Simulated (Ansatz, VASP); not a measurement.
One calculation of Bi, two programs

```
Bi
1.0
    -2.01178    2.01178    2.01178
     2.01178   -2.01178    2.01178
     2.01178    2.01178   -2.01178
Bi
1
Direct
  0.00000 0.00000 0.00000
```

Alike in both runs: task single point; functional RPBE; k mesh 12 × 12 × 12; occupations fermi-dirac, width 0.1 eV; no spin polarisation.

```csv
,VASP,Ansatz
version,VASP 6.6.1,Ansatz 0.2.0
potentials or method,"VASP PAW PBE potentials, release 64 (Bi_d)","plane waves (420 eV) with PAW, scalar-relativistic"
plane-wave cutoff (eV),520,420
valence electrons in the cell,15,15
```

|  | VASP | Ansatz | Ansatz less VASP |
| --- | --- | --- | --- |
| pressure (GPa) | -0.3 | -0.3 | +0.06 |

Caveats: the PAW data sets were made with another functional, which shifts forces and pressure a little (VASP).
